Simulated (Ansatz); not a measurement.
ZrO₂:
```cif
data_O8Zr4
_chemical_formula_sum 'Zr4 O8'
_space_group_name_H-M_alt 'P 1'
_space_group_IT_number 1
_cell_length_a 5.08535
_cell_length_b 5.18096
_cell_length_c 5.24113
_cell_angle_alpha 90.000
_cell_angle_beta 99.526
_cell_angle_gamma 90.000
loop_
_space_group_symop_operation_xyz
  'x, y, z'
loop_
_atom_site_label
_atom_site_type_symbol
_atom_site_fract_x
_atom_site_fract_y
_atom_site_fract_z
_atom_site_occupancy
Zr1 Zr 0.27773 0.04254 0.20930 1
Zr2 Zr 0.72227 0.54254 0.29070 1
Zr3 Zr 0.72227 0.95746 0.79070 1
Zr4 Zr 0.27773 0.45746 0.70930 1
O1 O 0.07252 0.34128 0.33723 1
O2 O 0.92748 0.84128 0.16277 1
O3 O 0.92748 0.65872 0.66277 1
O4 O 0.07252 0.15872 0.83723 1
O5 O 0.44768 0.75811 0.48146 1
O6 O 0.55232 0.25811 0.01854 1
O7 O 0.55232 0.24189 0.51854 1
O8 O 0.44768 0.74189 0.98146 1
```

Relaxed with LDA.

**Question.** Give the optical modes at the zone centre with their infrared activity from DFPT, DFT-LDA in the program Ansatz with PAW potentials.

**Answer.** Transverse frequencies, without the LO–TO term; a row sums one degenerate level.

```tsv
ω (cm⁻¹)	degeneracy	IR ((D/Å)²/amu)	activity	symmetry
115	1	0.00	IR-inactive	Ag
177	1	0.00	IR-inactive	Bg
183	1	0.00	IR-inactive	Ag
183	1	0.10	IR	Au
192	1	0.00	IR-inactive	Ag
225	1	0.00	IR-inactive	Bg
230	1	17.23	IR	Bu
240	1	1.07	IR	Au
260	1	16.90	IR	Au
313	1	7.91	IR	Bu
320	1	0.00	IR-inactive	Bg
322	1	63.33	IR	Bu
325	1	0.00	IR-inactive	Ag
333	1	0.00	IR-inactive	Bg
353	1	0.00	IR-inactive	Ag
359	1	28.35	IR	Au
363	1	48.66	IR	Bu
385	1	0.00	IR-inactive	Ag
391	1	0.00	IR-inactive	Bg
404	1	51.36	IR	Au
420	1	39.34	IR	Bu
470	1	0.00	IR-inactive	Ag
478	1	20.48	IR	Au
490	1	0.00	IR-inactive	Bg
492	1	29.19	IR	Bu
540	1	0.00	IR-inactive	Bg
552	1	0.00	IR-inactive	Ag
580	1	16.27	IR	Au
610	1	0.00	IR-inactive	Bg
635	1	0.00	IR-inactive	Ag
642	1	0.24	IR	Au
720	1	19.36	IR	Bu
751	1	0.00	IR-inactive	Bg
```

**Question.** How high does the top mode go among those that the LO–TO term moves?

**Answer.** 812 cm⁻¹ for q along x, 761 cm⁻¹ for q along y, 724 cm⁻¹ for q along z.

Space group P2_1/c. The cell was relaxed with LDA under the symmetry of its start. No spin polarisation was allowed.

Potentials: the later of the program's two PAW sets.
